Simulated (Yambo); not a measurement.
A run of Yambo 5.3.0 is set up as follows.

File bse3.in:

```
optics
bse
bss
rim_cut
em1s
RandQpts= 1000000
RandGvec= 50 RL
Chimod= "HARTREE"
% BndsRnXs
 1 | 29 |
%
NGsBlkXs= 5 Ry
% LongDrXs
 1 | 1 | 1 |
%
BSKmod= "SEX"
BSEmod= "retarded"
BSSmod= "h"
% BSEQptR
 1 | 1 |
%
% BSEBands
 2 | 8 |
%
BSENGexx= 10 Ry
BSENGBlk= 5 Ry
% BEnRange
 0 | 10 | eV
%
% BDmRange
 0.1 | 0.1 | eV
%
BEnSteps= 150
% BLongDir
 1 | 1 | 1 |
%
BSEprop= "abs"
BSHayTrs= -0.02
% KfnQP_E
 1.65 | 1.0 | 1.0 |
%
```

File scf.in:

```
&CONTROL
  calculation = 'scf'
  prefix = 'pwscf'
  outdir = './tmp'
  pseudo_dir = './pseudo'
/
&SYSTEM
  ibrav = 0
  A = 2.52206604
  nat = 2
  ntyp = 1
  ecutwfc = 82
  nbnd = 9
  occupations = 'smearing'
  smearing = 'fd'
  degauss = 0.00367493
  force_symmorphic = .true.
/
&ELECTRONS
  conv_thr = 4d-10
  electron_maxstep = 120
  mixing_beta = 0.5
/
ATOMIC_SPECIES
C     12.0110 C.upf
CELL_PARAMETERS alat
   0.0000000000    0.7071067814    0.7071067814
   0.7071067814    0.0000000000    0.7071067814
   0.7071067814    0.7071067814    0.0000000000
ATOMIC_POSITIONS alat
C      1.0606601721    1.0606601721    1.0606601721
C      0.7071067814    0.7071067814    0.7071067814
K_POINTS automatic
12 12 12 0 0 0
```

The input nscf.in:

```
&CONTROL
  calculation = 'nscf'
  prefix = 'pwscf'
  outdir = './tmp'
  pseudo_dir = './pseudo'
/
&SYSTEM
  ibrav = 0
  A = 2.52206604
  nat = 2
  ntyp = 1
  ecutwfc = 82
  nbnd = 44
  occupations = 'fixed'
  force_symmorphic = .true.
/
&ELECTRONS
  conv_thr = 1d-08
  diago_full_acc = .true.
  diago_thr_init = 1d-06
/
ATOMIC_SPECIES
C     12.0110 C.upf
CELL_PARAMETERS alat
   0.0000000000    0.7071067814    0.7071067814
   0.7071067814    0.0000000000    0.7071067814
   0.7071067814    0.7071067814    0.0000000000
ATOMIC_POSITIONS alat
C      1.0606601721    1.0606601721    1.0606601721
C      0.7071067814    0.7071067814    0.7071067814
K_POINTS automatic
8 8 8 0 0 0
```

Potentials or basis: PseudoDojo 0.4.1 SR PBE standard.

Launch:

```sh
$ OMP_NUM_THREADS=1 pw.x -in scf.in > scf.out
$ OMP_NUM_THREADS=1 pw.x -in nscf.in > nscf.out
$ cd tmp/pwscf.save; p2y; mv SAVE ../..; cd ../..
$ OMP_NUM_THREADS=1 yambo
$ mkdir -p bse3; ln -s $PWD/bse1/ndb.em1s* bse3/
$ mkdir -p bse3; ln -s $PWD/g0w00/ndb.RIM bse3/
$ OMP_NUM_THREADS=1 yambo -F bse3.in -J bse3 -C bse3_out
```

Question: What does it give for the band gap on the k mesh, mean-field level?

Answer: 4.19 eV, indirect (least direct gap 5.62 eV).

Dielectric function (along the field direction of the input):
| energy (eV) | real part | imaginary part |
| --- | --- | --- |
| 0.27 | 5.76 | 0.00 |
| 0.74 | 5.78 | 0.01 |
| 1.28 | 5.83 | 0.01 |
| 1.74 | 5.89 | 0.02 |
| 2.28 | 5.99 | 0.02 |
| 2.82 | 6.13 | 0.03 |
| 3.29 | 6.28 | 0.04 |
| 3.83 | 6.51 | 0.05 |
| 4.36 | 6.80 | 0.06 |
| 4.83 | 7.13 | 0.08 |
| 5.37 | 7.65 | 0.11 |
| 5.84 | 8.29 | 0.17 |
| 6.38 | 9.59 | 0.38 |
| 6.91 | 9.82 | 6.80 |
| 7.38 | 9.97 | 0.82 |
| 7.92 | 16.54 | 3.02 |
| 8.46 | 2.44 | 7.52 |
| 8.93 | 4.78 | 5.85 |
| 9.46 | 12.02 | 2.54 |
| 10.00 | 12.51 | 19.31 |

Caveat: the scissor is the correction of the direct gap in an earlier G0W0 run on the same states; exciton energies and binding change strongly with the k mesh and aren't converged on this one; spectra need much finer meshes, so this one isn't converged. A k mesh can miss the band edges.
